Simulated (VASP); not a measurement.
# C (P6_3/mmc) in VASP: notebook

Runs on C. Level: PBE+D3(BJ). Tasks: single point, relaxation of cell and atoms.

Everything below comes from runs of VASP 6.6.1. Logs are shortened: lines on timing, memory, paths and dates and some standing lists are left out, and cuts for length are marked.

### 1 The crystal as given

Symmetry: P6_3/mmc, No. 194, hexagonal system. Conventional cell: a = 2.465 Å, b = 2.465 Å, c = 6.736 Å, α = 90.00°, β = 90.00°, γ = 120.00°. C (site symmetry -6m2) is surrounded by 3 C at 1.42 Å. Around C (site symmetry -6m2) lie 3 C at 1.42 Å.

The cell was built by a generator and needn't be a form met in nature.

### 2 Single point, PBE+D3(BJ)

INCAR reads:

```
PREC     = Accurate       # precision mode
ENCUT    = 520            # plane-wave cutoff, eV
EDIFF    = 1E-7           # SCF threshold, eV
ISMEAR   = 0              # smearing method
SIGMA    = 0.05           # smearing width, eV
LREAL    = False          # projectors in reciprocal space
LASPH    = True           # aspherical terms in the spheres
NELM     = 100            # most SCF steps
ALGO     = Normal         # electronic algorithm
ISIF     = 2              # what is computed and relaxed
LWAVE    = False          # write WAVECAR
LCHARG   = True           # write CHGCAR
GGA      = PE             # functional
IVDW     = 12             # dispersion correction
LELF     = True           # ELF
LVHAR    = True         
NBANDS   = 16             # bands
```

KPOINTS reads:

```
regular mesh
0
Gamma
  24 24 8
```

POSCAR reads:

```
C
1.0
    2.4649404028      0.0000000000      0.0000000000
   -1.2324702014      2.1347010076      0.0000000000
    0.0000000000      0.0000000000      6.7363407533
C
4
Direct
    0.0000000000      0.0000000000      0.2500000000
    0.3333333333      0.6666666667      0.2500000000
    0.0000000000      0.0000000000      0.7500000000
    0.6666666667      0.3333333333      0.7500000000
```

Potentials or basis: VASP PAW PBE potentials, release 64 (C).

The run is started by

```console
$ cat potpaw_PBE.64/C/POTCAR > POTCAR
$ mpirun -np 1 vasp_std > vasp.out
```

OUTCAR:

```text
PREC = Accurate
   ENCUT = 520
   EDIFF = 1E-7
   ISMEAR = 0
   LREAL = False
   LASPH = True
   NELM = 100
   ISIF = 2
   GGA = PE
   IVDW = 12
 IVDW          = 12

 ion  position               nearest neighbor table
   1  0.000  0.000  0.250-   2 1.42   2 1.42   2 1.42
   2  0.333  0.667  0.250-   1 1.42   1 1.42   1 1.42
   3  0.000  0.000  0.750-   4 1.42   4 1.42   4 1.42
   4  0.667  0.333  0.750-   3 1.42   3 1.42   3 1.42

  LATTYP: Found a hexagonal cell.
 ALAT       =     2.4649404028
 C/A-ratio  =     2.7328615108

  Lattice vectors:

 A1 = (   2.4649404028,   0.0000000000,   0.0000000000)
 A2 = (  -1.2324702014,   2.1347010076,   0.0000000000)
 A3 = (   0.0000000000,   0.0000000000,   6.7363407533)

Analysis of symmetry for initial positions (statically):
=====================================================================
 Subroutine PRICEL returns:
 Original cell was already a primitive cell.

 Routine SETGRP: Setting up the symmetry group for a
 hexagonal supercell.

 Subroutine GETGRP returns: Found 24 space group operations
 (whereof 12 operations were pure point group operations)
 out of a pool of 24 trial point group operations.

The static configuration has the point symmetry D_3d.
 The point group associated with its full space group is D_6h.

Analysis of symmetry for dynamics (positions and initial velocities):
=====================================================================
 Subroutine PRICEL returns:
 Original cell was already a primitive cell.

 Routine SETGRP: Setting up the symmetry group for a
 hexagonal supercell.

 Subroutine GETGRP returns: Found 24 space group operations
 (whereof 12 operations were pure point group operations)
 out of a pool of 24 trial point group operations.

The dynamic configuration has the point symmetry D_3d.
 The point group associated with its full space group is D_6h.

 Subroutine INISYM returns: Found 24 space group operations
 (whereof 12 operations are pure point group operations),
 and found     1 'primitive' translations

----------------------------------------------------------------------------------------

                                     Primitive cell

  volume of cell :      35.4460

  direct lattice vectors                    reciprocal lattice vectors
     2.464940403  0.000000000  0.000000000     0.405689322  0.234224839  0.000000000
    -1.232470201  2.134701008  0.000000000     0.000000000  0.468449678  0.000000000
     0.000000000  0.000000000  6.736340753     0.000000000  0.000000000  0.148448547

  length of vectors
     2.464940403  2.464940403  6.736340753     0.468449678  0.468449678  0.148448547

  position of ions in fractional coordinates (direct lattice)
     0.000000000  0.000000000  0.250000000
     0.333333333  0.666666667  0.250000000
     0.000000000  0.000000000  0.750000000
     0.666666667  0.333333333  0.750000000

  ion indices of the primitive-cell ions
   primitive index   ion index
                 1           1
                 2           2
                 3           3
                 4           4

----------------------------------------------------------------------------------------

 KPOINTS: regular mesh

Automatic generation of k-mesh.
 Grid dimensions read from file:
 generate k-points for:   24   24    8

 Generating k-lattice:

  Cartesian coordinates                     Fractional coordinates (reciprocal lattice)
     0.016903722  0.009759368  0.000000000     0.041666667 -0.000000000  0.000000000
     0.000000000  0.019518737  0.000000000     0.000000000  0.041666667  0.000000000
     0.000000000  0.000000000  0.018556068     0.000000000  0.000000000  0.125000000

  Length of vectors
     0.019518737  0.019518737  0.018556068

  Shift w.r.t. Gamma in fractional coordinates (k-lattice)
     0.000000000  0.000000000  0.000000000

 Subroutine IBZKPT returns following result:
 ===========================================

 Found    305 irreducible k-points:

 Following reciprocal coordinates:
            Coordinates               Weight
  0.000000  0.000000  0.000000      1.000000
  0.041667  0.000000  0.000000      6.000000
  0.083333  0.000000  0.000000      6.000000
  0.125000  0.000000  0.000000      6.000000
  0.166667  0.000000  0.000000      6.000000
  0.208333  0.000000  0.000000      6.000000
[... 16 lines left out ...]
  0.416667  0.041667  0.000000     12.000000
  0.458333  0.041667  0.000000     12.000000
 [... further k-points ...]
   k-points           NKPTS =    305   k-points in BZ     NKDIM =    305   number of bands    NBANDS=     16
   number of dos      NEDOS =    301   number of ions     NIONS =      4
   total plane-waves  NPLWV =  16200
   dimension x,y,z NGX =    18 NGY =   18 NGZ =   50
   dimension x,y,z NGXF=    36 NGYF=   36 NGZF=  100
   ions per type =               4
   NGX,Y,Z   is equivalent  to a cutoff of  12.14, 12.14, 12.34 a.u.
   NGXF,Y,Z  is equivalent  to a cutoff of  24.28, 24.28, 24.68 a.u.
 SYSTEM =  unknown system
   PREC   = accura    normal or accurate (medium, high low for compatibility)
   ISTART =      0    job   : 0-new  1-cont  2-samecut
   ICHARG =      2    charge: 1-file 2-atom 10-const
   ISPIN  =      1    spin polarized calculation?
   LNONCOLLINEAR =      F non collinear calculations
   LSORBIT =      F    spin-orbit coupling
   LASPH  =      T    aspherical Exc in radial PAW
   ENCUT  =  520.0 eV  38.22 Ry    6.18 a.u.   4.58  4.58 12.53*2*pi/ulx,y,z
   NELM   =    100;   NELMIN=  2; NELMDL= -5     # of ELM steps
   EDIFF  = 0.1E-06   stopping-criterion for ELM
   LREAL  =      F    real-space projection
   EDIFFG = 0.1E-05   stopping-criterion for IOM
   NSW    =      0    number of steps for IOM
   IBRION =     -1    ionic relax: 0-MD 1-quasi-New 2-CG
   NFREE  =      0    steps in history (QN), initial steepest desc. (CG)
   ISIF   =      2    stress and relaxation
   ISYM   =      2    0-nonsym 1-usesym 2-fastsym
   POTIM  = 0.5000    time-step for ionic-motion
   TEBEG  =    0.0;   TEEND  =   0.0 temperature during run
   PSTRESS=    0.0 pullay stress
   NELECT =      16.0000    total number of electrons
   NUPDOWN=      -1.0000    fix difference up-down
   EMIN   =  10.00;   EMAX   =-10.00  energy-range for DOS
   EFERMI =   0.00;   METHOD = LEGACY
   ISMEAR =     0;   SIGMA  =   0.05  broadening in eV -4-tet -1-fermi 0-gaus
   EFERMI_NEDOS =   21; number of points for ismear=-14 and -15
   IALGO  =     38    algorithm
   IMIX   =      4    mixing-type and parameters
     AMIX     =   0.40;   BMIX     =  1.00
     AMIX_MAG =   1.60;   BMIX_MAG =  1.00
  volume/ion in A,a.u.               =       8.86        59.80
  Fermi-wavevector in a.u.,A,eV,Ry     =   1.255815  2.373146 21.457356  1.577071
  Thomas-Fermi vector in A             =   2.389553
   LORBIT       =      0    0 simple, 1 ext, 2 COOP (PROOUT), +10 PAW based schemes
   GGA     = PE    functional components
   LHFCALC =     F    Hartree Fock is set to
   AEXX    =    0.0000 exact exchange contribution
   IVDW    =    12    specifies the selected vdW correction
   LEPSILON=     F    determine dielectric tensor
   LRPA    =     F    only Hartree local field effects (RPA)
 non-spin polarized calculation
 Gauss-broadening in eV      SIGMA  =   0.05
  energy-cutoff  :      520.00
  volume of cell :       35.45
 maximum number of plane-waves:       979
   NGX =  9   NGY =  9   NGZ = 25

 number of electron      15.9999994 magnetization

 Free energy of the ion-electron system (eV)
  ---------------------------------------------------
  ext. energy  EPLUGINS =         0.00000000
  ---------------------------------------------------
  free energy    TOTEN  =       -36.84752228 eV

  energy without entropy =      -36.84731158  energy(sigma->0) =      -36.84741693

 E-fermi :   4.6395     XC(G=0): -10.2965

 val. band max:        4.6366388089   @ k =   0.3333   0.3333   0.5000
 cond. band min:       4.6398585268   @ k =   0.3333   0.3333   0.2500
 fundamental gap:      0.0032197180
 Fermi energy:         4.6395087339

 k-point     1 :       0.0000    0.0000    0.0000
  band No.  band energies     occupation
      1     -15.0047      2.00000
      2     -14.7135      2.00000
      3      -3.8533      2.00000
      4      -1.9254      2.00000
      5       1.6260      2.00000
      6       1.6260      2.00000
[... 8 lines left out ...]
     15      16.0069      0.00000
     16      16.2120      0.00000

 k-point     2 :       0.0417    0.0000    0.0000
  band No.  band energies     occupation
      1     -14.9632      2.00000
      2     -14.6728      2.00000
      3      -3.8030      2.00000
      4      -1.8782      2.00000
      5       1.4544      2.00000
      6       1.4764      2.00000
[... 8 lines left out ...]
     15      15.8580      0.00000
     16      16.0720      0.00000

 k-point     3 :       0.0833    0.0000    0.0000
  band No.  band energies     occupation
      1     -14.8389      2.00000
      2     -14.5507      2.00000
      3      -3.6522      2.00000
      4      -1.7372      2.00000
      5       0.9669      2.00000
      6       0.9994      2.00000
[... 8 lines left out ...]
     15      15.4323      0.00000
     16      15.6671      0.00000

 k-point     4 :       0.1250    0.0000    0.0000
  band No.  band energies     occupation
      1     -14.6322      2.00000
      2     -14.3477      2.00000
      3      -3.4018      2.00000
      4      -1.5034      2.00000
      5       0.2282      2.00000
      6       0.2745      2.00000
[... 8 lines left out ...]
     15      15.0184      0.00000
     16      15.4746      0.00000

 k-point     5 :       0.1667    0.0000    0.0000
  band No.  band energies     occupation
      1     -14.3436      2.00000
      2     -14.0642      2.00000
      3      -3.0532      2.00000
      4      -1.1791      2.00000
      5      -0.6878      2.00000
      6      -0.6257      2.00000
[... 8 lines left out ...]
     15      15.5552      0.00000
     16      15.7319      0.00000

 k-point     6 :       0.2083    0.0000    0.0000
  band No.  band energies     occupation
      1     -13.9741      2.00000
      2     -13.7012      2.00000
      3      -2.6087      2.00000
      4      -1.7159      2.00000
      5      -1.6372      2.00000
      6      -0.7678      2.00000
[... 8 lines left out ...]
     15      16.7212      0.00000
     16      16.7668      0.00000
[... 267 lines left out ...]
 k-point    21 :       0.3333    0.0417    0.0000
  band No.  band energies     occupation
      1     -12.0363      2.00000
      2     -11.7974      2.00000
      3      -5.5563      2.00000
      4      -5.4201      2.00000
      5      -1.4188      2.00000
      6      -1.3646      2.00000
[... 8 lines left out ...]
     15      19.2145      0.00000
     16      21.0849      0.00000

 k-point    22 :       0.3750    0.0417    0.0000
  band No.  band energies     occupation
      1     -11.3298      2.00000
      2     -11.1041      2.00000
      3      -6.6134      2.00000
      4      -6.4627      2.00000
      5      -1.6580      2.00000
      6      -1.6025      2.00000
[... 8 lines left out ...]
     15      18.5656      0.00000
     16      20.6125      0.00000

 k-point    23 :       0.4167    0.0417    0.0000
  band No.  band energies     occupation
      1     -10.5703      2.00000
      2     -10.3623      2.00000
      3      -7.6073      2.00000
      4      -7.4471      2.00000
      5      -1.8203      2.00000
      6      -1.7639      2.00000
[... 8 lines left out ...]
     15      18.3716      0.00000
     16      20.0864      0.00000

 k-point    24 :       0.4583    0.0417    0.0000
  band No.  band energies     occupation
      1      -9.8330      2.00000
      2      -9.6733      2.00000
      3      -8.4281      2.00000
      4      -8.2941      2.00000
      5      -1.9022      2.00000
      6      -1.8454      2.00000
[... 8 lines left out ...]
     15      18.6974      0.00000
     16      19.7127      0.00000

 [... further k-points ...]

------------------------ aborting loop because EDIFF is reached ----------------------------------------

 Edisp (eV)   -0.62244

 E8    (eV) :    -0.1763

  FORCE on cell =-STRESS in cart. coord.  units (eV):
  Direction    XX          YY          ZZ          XY          YZ          ZX
  --------------------------------------------------------------------------------------
  -------------------------------------------------------------------------------------
  Total       0.15824     0.15824    -0.01189     0.00000    -0.00000     0.00000
  in kB       7.15271     7.15271    -0.53739     0.00000    -0.00000     0.00000
  external pressure =        4.59 kB  Pullay stress =        0.00 kB

 VOLUME and BASIS-vectors are now :
 -----------------------------------------------------------------------------
  energy-cutoff  :      520.00
  volume of cell :       35.45
      direct lattice vectors                 reciprocal lattice vectors
     2.464940403  0.000000000  0.000000000     0.405689322  0.234224839  0.000000000
    -1.232470201  2.134701008  0.000000000     0.000000000  0.468449678  0.000000000
     0.000000000  0.000000000  6.736340753     0.000000000  0.000000000  0.148448547

 POSITION                                       TOTAL-FORCE (eV/Angst)
 -----------------------------------------------------------------------------------
      0.00000      0.00000      1.68409         0.000000      0.000000     -0.000000
     -0.00000      1.42313      1.68409         0.000000     -0.000000     -0.000000
      0.00000      0.00000      5.05226        -0.000000     -0.000000     -0.000000
      1.23247      0.71157      5.05226        -0.000000      0.000000      0.000000
 -----------------------------------------------------------------------------------
    total drift:                                0.000000     -0.000000      0.000000

  FREE ENERGIE OF THE ION-ELECTRON SYSTEM (eV)
  ---------------------------------------------------
  free  energy   TOTEN  =       -37.4699641644 eV

  energy  without entropy=      -37.4697534723  energy(sigma->0) =      -37.46985882
```

Run time: 3.8 min. Hardware: 1 thread of AMD EPYC, shared host; peak memory 0.21 GiB.

Results:

- Free energy: -37.4700 eV
- Pressure: 0.5 GPa
- Band gap on the k mesh: none (metal or under the smearing width)
- Dispersion energy per atom: -0.156 eV

Stress tensor (GPa, compression positive):
```
 0.72  0.00  0.00
 0.00  0.72  0.00
 0.00  0.00 -0.05
```

### 3 Relaxation of cell and atoms, PBE+D3(BJ)

This run uses another cell than the first one, of 8.78 Å³/atom, 0.991 times its volume.

INCAR reads:

```
ALGO = Fast
EDIFF = 1E-7
EDIFFG = -0.01
ENCUT = 600
GGA = PE
IBRION = 2
ISIF = 3
ISMEAR = 0
IVDW = 12
LASPH = True
LCHARG = False
LREAL = False
LWAVE = False
NELM = 60
NSW = 80
PREC = Accurate
SIGMA = 0.05
```

KPOINTS reads:

```
k-points
0
Gamma
  24 24 8
```

POSCAR reads:

```
C
1.0
    2.4600000000      0.0000000000      0.0000000000
   -1.2300000000      2.1304224933      0.0000000000
    0.0000000000      0.0000000000      6.7000000000
C
4
Direct
    0.0000000000      0.0000000000      0.2500000000
    0.3333333333      0.6666666667      0.2500000000
    0.0000000000      0.0000000000      0.7500000000
    0.6666666667      0.3333333333      0.7500000000
```

Potentials or basis: VASP PAW PBE potentials, release 64 (C).

The run is started by

```console
$ cat potpaw_PBE.64/C/POTCAR > POTCAR
$ mpirun -np 1 vasp_std > vasp.out
```

Wall time 11 min (1 thread of AMD EPYC, shared host); peak memory 0.22 GiB.

It converged, with:

```yaml
Free_energy: -37.4788 eV
Relaxed_volume: 8.82 Å³/atom
Relaxed_cell: a = 2.465 Å, b = 2.465 Å, c = 6.699 Å, α = 90.00°, β = 90.00°, γ = 120.00°
Space_group_after_relaxing_to_0.05_Å: P6_3/mmc (No. 194)
Energy_gained_by_relaxing: 0.3 meV/atom
Ionic_steps: 3
Pressure_after_relaxing: 0.0 GPa
Band_gap_on_the_k_mesh: none (metal or under the smearing width)
Dispersion_energy_per_atom: -0.157 eV
```

Stress tensor (GPa, compression positive):
```
-0.01  0.00  0.00
 0.00 -0.01  0.00
 0.00  0.00 -0.10
```

Step by step:
```csv
step,energy change (eV),largest force (eV/Å),pressure (GPa),volume (Å³)
1,0.0000,0.0000,1.84,35.11
2,0.0068,0.0000,-4.56,35.63
3,-0.0013,0.0000,-0.04,35.26
```

Final structure:
```
C
1.0
     2.46532    0.00000    0.00000
    -1.23266    2.13503    0.00000
     0.00000    0.00000    6.69922
C
4
Direct
  0.00000 0.00000 0.25000
  0.33333 0.66667 0.25000
  0.00000 0.00000 0.75000
  0.66667 0.33333 0.75000
```

Levels at points of the mesh, in eV from the Fermi level:
| k point | band 4 | band 5 | band 6 | band 7 | band 8 | band 9 | band 10 | band 11 | band 12 |
| --- | --- | --- | --- | --- | --- | --- | --- | --- | --- |
| (0.00, 0.00, 0.00) | -6.53 | -3.01 | -3.01 | -2.99 | -2.99 | 4.31 | 8.32 | 8.37 | 8.38 |
| (0.50, 0.00, 0.00) | -13.16 | -6.41 | -6.36 | -2.76 | -2.07 | 1.52 | 2.19 | 7.21 | 7.61 |
| (0.00, 0.00, 0.50) | -7.62 | -3.00 | -3.00 | -3.00 | -3.00 | 6.96 | 6.96 | 8.35 | 8.35 |
| (0.50, 0.00, 0.50) | -13.21 | -6.38 | -6.38 | -2.35 | -2.35 | 1.66 | 1.66 | 7.40 | 7.40 |
